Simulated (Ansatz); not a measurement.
## GaN (P6_3mc), clamped-ion strain scan

Level of theory: DFT PBE, scalar-relativistic, plane waves, PAW (Ansatz 0.2.0). Settings: plane waves to 420 eV, k-mesh 12×12×6 (Γ-centred), Gaussian smearing 0.05 eV. No spin polarisation. Energies are free energies at this smearing, counted from the undisturbed cell; pressure is positive in compression.

Zero of the scan (as given, not relaxed at this level; it stands at 7.3 GPa):

```xyz
4
Lattice="3.1800 0.0000 0.0000 -1.5900 2.7540 0.0000 0.0000 0.0000 5.1660" Properties=species:S:1:pos:R:3 pbc="T T T"
Ga    0.0000    1.8360    0.0000
Ga    1.5900    0.9180    2.5830
N     0.0000    1.8360    1.9373
N     1.5900    0.9180    4.5203
```

The cell is strained by ε times the Voigt pattern (1, 0, 0, 0, 0, 0) (xx, yy, zz, yz, xz, xy; engineering shear) with fractional coordinates fixed.

```tsv
ε	ΔE (meV/atom)
-0.0600	90.0
-0.0450	54.6
-0.0300	28.3
-0.0150	10.4
0.0000	0.0
0.0150	-3.7
0.0300	-1.5
0.0450	6.1
0.0525	11.7
0.0600	18.4
```